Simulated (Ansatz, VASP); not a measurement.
## Two plane-wave programs on Ti

Contents of INCAR:

```
PREC = Accurate ; ENCUT = 520
EDIFF = 1E-8 ; ISMEAR = -1
SIGMA = 0.05 ; LREAL = False
LASPH = True ; NELM = 100
ALGO = Normal ; ISIF = 2
LWAVE = False ; LCHARG = False
GGA = PE ; LEFG = True
NBANDS = 12
```

Contents of KPOINTS:

```
regular mesh
0
Gamma
  15 15 15
```

Contents of POSCAR:

```
Ti
1.0
    2.6182706627      0.0000000000      0.0000000000
    0.0000000000      2.6182706627      0.0000000000
    0.0000000000      0.0000000000      2.6182706627
Ti
1
Direct
    0.0000000000      0.0000000000      0.0000000000
```

Input for Ansatz:

```yaml
crystal:
  lattice:
    - [2.6182706627, 0.0, 0.0]
    - [0.0, 2.6182706627, 0.0]
    - [0.0, 0.0, 2.6182706627]
  atoms:
    - { symbol: Ti, position: [0.0, 0.0, 0.0] }
kpoints:
  mp_grid: { grid: [15, 15, 15] }
scf:
  occupations: { method: fermi_dirac, width: 0.05 }
hamiltonian:
  xc: pbe
  pseudopotentials: { kind: paw }
output:
  forces: true
  stress: true
  eigenvalues: true
  efg: { contact_densities: true }
```

Change from the starting cell: volume scaled by 0.975, PAW files.

Alike in both runs: task electric field gradients; functional PBE; k mesh 15 × 15 × 15; occupations fermi-dirac, width 0.05 eV; no spin polarisation.

|  | VASP | Ansatz |
| --- | --- | --- |
| version | VASP 6.6.1 | Ansatz 0.2.0 |
| potentials or method | VASP PAW PBE potentials, release 64 (Ti_sv) | PAW with Ansatz's default frozen-core files, scalar-relativistic |
| plane-wave cutoff (eV) | 520 | 420 |
| valence electrons in the cell | 12 | 12 |

Ansatz gave:

- pressure (GPa): 2.0
- Vzz of the field gradient on the site that differs most (V/Å²): 0.0

What did VASP give for the same quantities?

Pressure (GPa): 1.9; Vzz of the field gradient on the site that differs most (V/Å²): 0.0.

The functional is the same, so the differences come from potentials, cutoffs and numerics.
